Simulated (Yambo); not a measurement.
**LiF (Griceite): optical spectrum with PBEsol**

LiF (Griceite):

```
CELL_PARAMETERS angstrom
0.00000 2.01400 2.01400
2.01400 0.00000 2.01400
2.01400 2.01400 0.00000
ATOMIC_POSITIONS crystal
F 0.50000 0.50000 0.50000
Li 0.00000 0.00000 0.00000
```

```json
{"Program": "Yambo 5.3.0", "Task": "optical spectrum", "Functional": "PBEsol", "Potentials or basis": "PseudoDojo 0.4.1 SR PBEsol standard", "Cutoff": "1143 eV", "Density cutoff": "4572 eV", "k mesh": "18 × 18 × 18", "Occupations": "fixed", "Spin": "no spin polarisation", "k mesh of the self-consistent run": "18 × 18 × 18", "Direction of the field or of q to 0": "z", "Broadening": "0.1 eV", "Kernel": "Hartree (RPA with local fields)", "Top of the energy range": "10 eV", "Energy points": "200", "Correction of the levels": "none", "Bands in the response": "10", "Cutoff of the response matrix": "1 Ry"}
```

- Band gap on the k mesh, mean-field level: 8.94 eV, direct
- Absorption peak: 10.00 eV
- Electronic dielectric constant along the field: 1.93
- Electronic dielectric constant along the field, independent particles: 1.96

Dielectric function (along the field direction of the input):
```tsv
energy (eV)	real part	imaginary part
0.25	1.93	0.01
0.45	1.93	0.01
0.70	1.94	0.01
0.95	1.94	0.01
1.21	1.94	0.01
1.46	1.94	0.01
1.71	1.95	0.01
1.96	1.95	0.01
2.21	1.96	0.01
2.46	1.96	0.01
2.71	1.97	0.01
2.96	1.98	0.01
3.22	1.98	0.01
3.47	1.99	0.01
3.72	2.00	0.01
3.97	2.01	0.01
4.22	2.03	0.01
4.47	2.04	0.01
4.72	2.05	0.01
4.97	2.07	0.01
5.23	2.09	0.01
5.48	2.11	0.01
5.73	2.13	0.01
5.98	2.15	0.01
6.23	2.18	0.01
6.48	2.20	0.01
6.73	2.24	0.02
6.98	2.27	0.02
7.24	2.31	0.02
7.49	2.36	0.02
7.74	2.42	0.03
7.99	2.48	0.03
8.24	2.57	0.04
8.49	2.67	0.05
8.74	2.82	0.08
8.99	3.05	0.23
9.25	3.12	0.45
9.50	3.17	0.60
9.75	3.05	0.75
10.00	3.15	0.98
```

It took 55 s on 1 thread of Arm Neoverse V2 (shared host).

Caveat: these spectra lack excitons. A k mesh can miss the band edges.
